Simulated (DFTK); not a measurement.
Runs of DFTK 0.8.2 on Rh. Symmetry: Fm-3m, No. 225, cubic system. The conventional cell has a = 3.796 Å, b = 3.796 Å, c = 3.796 Å, α = 90.00°, β = 90.00°, γ = 90.00°. Around Rh (site symmetry m-3m) lie 12 Rh at 2.68 Å. 

| task | level | potentials or basis | cell | k mesh | cutoff (eV) | kinetic blow-up at the cutoff (BlowupCHV) | most ionic steps | gradient tolerance | mesh quality | gap on the mesh (eV) | pressure (GPa) | V0 of scaled cells (Å³/atom) | B0 (GPa) |
| --- | --- | --- | --- | --- | --- | --- | --- | --- | --- | --- | --- | --- | --- |
| relaxation of cell and atoms | PBE | dojo.nc.sr.pbe.v0_4_1.standard.upf (PBE) | relaxed | 8 × 8 × 8 | 1388 | yes | 30 | 0.0002 Ha/bohr | not flagged | none | 0.0 | - | - |
| equation of state | r2SCAN | SG15 1.2 (PBE) | as given | 7 × 7 × 7 | 1225 | - | - | - | coarse | - | - | (a) | 288 |
| single point | PBEsol | dojo.nc.sr.pbesol.v0_4_1.standard.upf (PBEsol) | cell strained at random at fixed volume | 12 × 12 × 12 | 1197 | - | - | - | not flagged | none | -2.1 | - | - |
| equation of state | PBEsol | SPMS 1.0 (PBE) | as given | 10 × 10 × 10 | 816 | - | - | - | not flagged | - | - | 13.53 | 297 |

Alike in all rows: no spin polarisation; smearing fermi-dirac 0.05 eV.

Q: Estimate the missing entries.

A: (a) 13.58.

Caveats: some runs use coarse meshes; the potentials were made for another functional, which shifts forces and pressure (some runs).

A k mesh can miss the band edges, and the runs leave out spin-orbit coupling on Rh.

A gap of «none» marks a metal or a gap under the smearing width.
